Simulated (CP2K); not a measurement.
## ZnS (Wurtzite-2H): band structure with PBEsol

**What was measured.**

A printed reference work, monograph reports, for a bulk crystal of ZnS at 4 K: band gap 3.911 eV (direct).

Crystal: ZnS (Wurtzite-2H).

```xyz
4
Lattice="3.8110 0.0000 0.0000 -1.9055 3.3004 0.0000 0.0000 0.0000 6.2340" Properties=species:S:1:pos:R:3 pbc="T T T"
Zn    1.9055    1.1001    3.1170
Zn    0.0000    2.2003    0.0000
S     1.9055    1.1001    5.5171
S     0.0000    2.2003    2.4001
```

* Program: CP2K 2026.2
* Task: band structure
* Functional: PBEsol
* Potentials or basis: POTENTIAL_UZH Zn GTH-PBE-q12, S GTH-PBE-q6; TZVP-MOLOPT-PBE-GTH basis
* Density cutoff: 6123 eV
* k mesh: 8 × 8 × 5
* Occupations: fermi-dirac, width 0.1 eV
* Spin: no spin polarisation
* SCF solver: diagonalisation with k points
* Quickstep method: GPW
* EPS_DEFAULT: 1.0E-10
* EPS_SCF: 1.0E-6
* MAX_SCF: 100
* SCF_GUESS: ATOMIC
* k points reduced by the point group: yes
* Mesh centred on Gamma: yes
* CHOLESKY: OFF
* EPS_EIGVAL: 1.0E-7
* MIXING METHOD: BROYDEN_MIXING
* MIXING ALPHA: 0.4
* NBUFFER: 8
* NGRIDS: 4
* Basis sets: Zn TZVP-MOLOPT-PBE-GTH-q12, S TZVP-MOLOPT-PBE-GTH-q6
* Potentials: Zn GTH-PBE-q12 of POTENTIAL_UZH, S GTH-PBE-q6 of POTENTIAL_UZH
* ADDED_MOS: [14]
* Points a segment of the path (NPOINTS): 10
* Bands added on the path: 6
* REL_CUTOFF (Ry): 60 Ry
* MIXING BETA (1/bohr): 1.5 1/bohr
* CUTOFF of the grids: 450 Ry

```json
{"Pressure": "-0.6 GPa", "Band gap on the k mesh": "2.03 eV, direct", "Band gap along the path": "2.03 eV, direct", "Mulliken charges": "Zn +0.29; S -0.29 e"}
```

Stress tensor (GPa, compression positive):
```
 0.00  0.00  0.00
 0.00  0.00  0.00
 0.00  0.00 -1.74
```

Levels at the corners of the path, in eV from the valence-band top:
| point | band 15 | band 16 | band 17 | band 18 | band 19 | band 20 | band 21 | band 22 |
| --- | --- | --- | --- | --- | --- | --- | --- | --- |
| Γ | -0.89 | -0.02 | -0.02 | 0.00 | 2.03 | 2.81 | 6.16 | 6.16 |
| M | -3.25 | -2.32 | -1.62 | -1.02 | 3.47 | 4.11 | 5.06 | 7.14 |
| K | -3.99 | -2.29 | -2.28 | -2.28 | 4.31 | 5.85 | 5.85 | 7.81 |
| Γ | -0.89 | -0.02 | -0.02 | 0.00 | 2.03 | 2.81 | 6.16 | 6.16 |
| A | -0.47 | -0.47 | -0.47 | -0.47 | 3.32 | 3.32 | 6.64 | 6.64 |
| L | -1.72 | -1.72 | -1.58 | -1.58 | 3.44 | 3.44 | 5.06 | 5.06 |
| H | -3.21 | -3.21 | -1.29 | -1.29 | 4.40 | 4.40 | 6.38 | 6.38 |
| A | -0.47 | -0.47 | -0.47 | -0.47 | 3.32 | 3.32 | 6.64 | 6.64 |
| L | -1.72 | -1.72 | -1.58 | -1.58 | 3.44 | 3.44 | 5.06 | 5.06 |
| M | -3.25 | -2.32 | -1.62 | -1.02 | 3.47 | 4.11 | 5.06 | 7.14 |
| K | -3.99 | -2.29 | -2.28 | -2.28 | 4.31 | 5.85 | 5.85 | 7.81 |
| H | -3.21 | -3.21 | -1.29 | -1.29 | 4.40 | 4.40 | 6.38 | 6.38 |

Run time: 100 s on 2 threads of Arm Neoverse N1, on a shared host, peak memory 0.5 GiB.

A measured gap of ZnS is 3.911 eV (direct; 4 K; a printed reference work, monograph); the calculated 2.03 eV misses it by -1.88 eV. The value is that of PBEsol in an atomic basis (POTENTIAL_UZH Zn GTH-PBE-q12, S GTH-PBE-q6; TZVP-MOLOPT-PBE-GTH basis), whose error adds to the functional's,, without temperature or zero-point motion. Semilocal functionals fall short of measured gaps as a rule.

Caveat: Mulliken charges move with the basis; the potentials were made for another functional, which shifts forces and pressure; the basis of atomic orbitals isn't converged, which shifts pressures, moduli and gaps.
